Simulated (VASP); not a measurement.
**Re: single point with PBEsol**

Crystal: Re.

```
CELL_PARAMETERS angstrom
0.00000 1.93907 1.93907
1.93907 0.00000 1.93907
1.93907 1.93907 0.00000
ATOMIC_POSITIONS crystal
Re 0.00000 0.00000 0.00000
```

This isn't the form of Re at room conditions, which is hcp.

```yaml
Program: VASP 6.6.1
Task: single point
Functional: PBEsol
Potentials_or_basis: VASP PAW PBE potentials, release 64 (Re)
Cutoff: 520 eV
k_mesh: 8 × 8 × 8
Occupations: gaussian, width 0.1 eV
Spin: no spin polarisation
Dipole_correction: no
Further_INCAR_settings: ALGO = Normal; EDIFF = 1e-06; NBANDS = 10
```

```json
{"Pressure": "0.0 GPa", "Band gap on the k mesh": "none (metal or under the smearing width)"}
```

Levels at points of the mesh, in eV from the Fermi level:
```tsv
k point	band 1	band 2	band 3	band 4	band 5	band 6	band 7	band 8	band 9
(0.00, 0.00, 0.00)	-10.43	-2.13	-2.13	-2.13	1.12	1.12	13.74	19.46	19.46
(0.50, 0.00, 0.00)	-7.16	-2.34	-2.34	0.04	3.72	3.72	9.91	13.25	20.05
(0.50, 0.50, 0.00)	-7.12	-6.24	2.65	3.67	4.48	4.48	12.16	12.16	13.00
```

It took 3.7 s on 1 thread of Intel(R) Xeon(R) Platinum 8488C (Sapphire Rapids), on a shared host, peak memory 0.12 GiB.

Caveat: the PAW data sets were made with another functional, which shifts forces and pressure a little. Spin-orbit coupling is left out, which matters for the levels of Re.
